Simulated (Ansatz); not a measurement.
Crystal: RbBr.

```
Rb Br
1.0
     0.00000    3.42700    3.42700
     3.42700    0.00000    3.42700
     3.42700    3.42700    0.00000
Rb Br
1 1
Direct
  0.00000 0.00000 0.00000
  0.50000 0.50000 0.50000
```

```yaml
Program: Ansatz 0.2.0
Task: relaxation of cell and atoms
Functional: PBE
Potentials_or_basis: all-electron LAPW, relativistic spinors
Basis_error_allowed: 0.001 eV/atom
k_mesh: 5 × 5 × 5
Occupations: fermi-dirac, width 0.05 eV
Spin: spin-orbit coupling, no magnetisation
```

At the start: volume 40.25 Å³/atom.

Question: How do energy, volume and symmetry change on relaxing?

Answer: Over 5 steps the energy falls by 8.6 meV/atom and the volume is 43.18 Å³/atom (+7.3 %); space group Fm-3m (No. 225, to 0.05 Å).

Step by step:
| step | energy change (eV) | largest force (eV/Å) | volume (Å³) |
| --- | --- | --- | --- |
| 1 | 0.0000 | 0.0000 | 80.50 |
| 2 | -0.0120 | 0.0000 | 83.07 |
| 3 | -0.0171 | 0.0000 | 85.97 |
| 4 | -0.0172 | 0.0000 | 86.37 |
| 5 | -0.0172 | 0.0000 | 86.37 |

Final structure:
```
Rb Br
1.0
     0.00000    3.50840    3.50840
     3.50840    0.00000    3.50840
     3.50840    3.50840    0.00000
Rb Br
1 1
Direct
  0.00000 0.00000 0.00000
  0.50000 0.50000 0.50000
```
